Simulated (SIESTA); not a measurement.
# InP under changes of volume

One of the cells (25.167 Å³/atom); the others are scaled copies at fixed shape and fractional positions:

```xyz
2
Lattice="0.0000 2.9305 2.9305 2.9305 0.0000 2.9305 2.9305 2.9305 0.0000" Properties=species:S:1:pos:R:3 pbc="T T T"
In    0.0000    0.0000    0.0000
P     4.3957    4.3957    4.3957
```

| Property | Result |
| --- | --- |
| Program | SIESTA 5.4.2 |
| Functional | PBE |
| Potentials or basis | PseudoDojo 0.4 standard (PBE files) |
| Basis | DZ (energy shift 0.003 Ry; two zetas on semicore shells) |
| Grid cutoff | 500 Ry |
| Energy shift | 0.003 Ry |
| k mesh | 8 × 8 × 8 |
| Occupations | fermi-dirac, width 0.05 eV |
| Spin | no spin polarisation |

```tsv
volume (Å³/atom)	energy over the lowest point (meV/atom)	pressure (GPa)	gap on the mesh (eV)
23.657	?	?	?
24.160	63.49	8.3	1.11
24.663	40.43	6.4	0.98
25.167	23.16	4.7	0.85
25.670	10.97	3.1	0.73
26.173	3.45	1.7	0.61
26.677	0.00	0.5	0.50
```

Question: What does the run at 23.657 Å³/atom give?

Answer: Energy over the lowest point 92.89 meV/atom; pressure 10.5 GPa; gap on the mesh 1.24 eV.

Worked out: A Birch-Murnaghan fit of order 3 (a polynomial in V^(-2/3)) to the other rows has its minimum at 26.89 Å³/atom, just outside them, with B0 = V·E''(V) = 60 GPa and B' = 4.9. It gives 92.96 meV/atom at 23.657 Å³/atom, against the run's 92.89, and -dE/dV = 10.5 GPa, against 10.5. A straight line through the other rows of the gap, of slope -6.17 eV per unit of ln V (its deformation potential), extrapolates to 1.24 eV, against the run's 1.24.

Energies are extrapolated to zero smearing.

Caveats: the basis has no polarisation orbitals; spin-orbit coupling is left out, which moves the levels of the heavy elements; the basis of atomic orbitals isn't converged, which shifts pressures, moduli and gaps.

A mesh can miss the band edges.
